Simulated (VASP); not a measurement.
Here is a VASP 6.6.1 calculation.

File INCAR:

```
  ALGO = Normal
  EDIFF = 1E-7
  ENCUT = 520
  GGA = PE
  ISIF = 2
  ISMEAR = 0
  LASPH = True
  LCHARG = False
  LREAL = False
  LWAVE = False
  NBANDS = 24
  NELM = 100
  PREC = Accurate
  SIGMA = 0.01
```

The input KPOINTS:

```
k-points
0
Gamma
  6 6 4
```

POSCAR

```
KCl
1.0
    5.3436721751      0.0000000000      0.0000000000
   -2.6718360875      4.6277558531      0.0000000000
    0.0000000000      0.0000000000      6.2390534000
K Cl
2 2
Direct
    0.3333333333      0.6666666667      0.2500000000
    0.6666666667      0.3333333333      0.7500000000
    0.6666666667      0.3333333333      0.2500000000
    0.3333333333      0.6666666667      0.7500000000
```

Potentials or basis: VASP PAW PBE potentials, release 64 (K_sv, Cl).

Launch:

```sh
$ cat potpaw_PBE.64/K_sv/POTCAR potpaw_PBE.64/Cl/POTCAR > POTCAR
$ mpirun -np 1 vasp_std > vasp.out
```

Q: What does it give for the pressure?

A: 0.5 GPa.

Q: Predict the band gap on the k mesh.

A: 4.77 eV, direct.

Stress tensor (GPa, compression positive):
```
0.40 0.00 0.00
0.00 0.40 0.00
0.00 0.00 0.59
```

A k mesh can miss the band edges. PBE gaps usually lie below the measured ones, often by a third to a half.
